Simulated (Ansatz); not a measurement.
The system is NiO.

```xyz
2
Lattice="0.0000 2.2835 2.2835 2.2835 0.0000 2.2835 2.2835 2.2835 0.0000" Properties=species:S:1:pos:R:3 pbc="T T T"
Ni    0.0000    0.0000    0.0000
O     1.1418    1.1418    1.1418
```

Measurements of this composition are mostly on another form, of space group No. 225.

| Quantity | Value |
| --- | --- |
| Program | Ansatz 0.2.0 |
| Task | relaxation of cell and atoms |
| Functional | B3LYP |
| Potentials or basis | Ansatz PAW |
| Cutoff | 420 eV (not typed: the program's choice for these potentials) |
| k mesh | 5 × 5 × 5 |
| Occupations | fermi-dirac, width 0.05 eV |
| Spin | collinear spin, ferromagnetic start |
| Starting moments | [1.0, 0.0] μB |

At the start: volume 11.91 Å³/atom.

Q: Where does the relaxation end?

A: It ends after 7 steps and the volume is 11.34 Å³/atom (-4.8 %); space group F-43m (No. 216, to 0.05 Å); moment 2.00 μB per cell.

Step by step:
| step | energy change (eV) | largest force (eV/Å) | volume (Å³) |
| --- | --- | --- | --- |
| 1 | 0.0000 | 0.0000 | 23.82 |
| 2 | -0.0212 | 0.0000 | 23.24 |
| 3 | -0.0297 | 0.0000 | 22.67 |
| 4 | -0.0296 | 0.0000 | 22.71 |
| 5 | -0.0252 | 0.0000 | 22.71 |
| 6 | -0.0253 | 0.0000 | 22.68 |
| 7 | -0.0253 | 0.0000 | 22.68 |

Final structure:
```xyz
2
Lattice="0.0000 2.2467 2.2467 2.2467 0.0000 2.2467 2.2467 2.2467 0.0000" Properties=species:S:1:pos:R:3 pbc="T T T"
Ni    0.0000    0.0000    0.0000
O     1.1234    1.1234    1.1234
```

Caveat: the k mesh is coarse (spacing up to 0.48 Å⁻¹), so the values aren't converged, least of all with exact exchange; the magnetic or orbital state may not be the lowest; the plane-wave basis is chosen anew once the cell has moved, so the energies of steps on either side of that aren't comparable; the pressure holds a Pulay correction of +0.7 GPa for the finite cutoff; a cell with one magnetic atom can't hold antiferromagnetic order, which such compounds often take; the PAW data sets come from PBE, with cores solved anew for the run's functional, which leaves a small shift of forces and pressure.
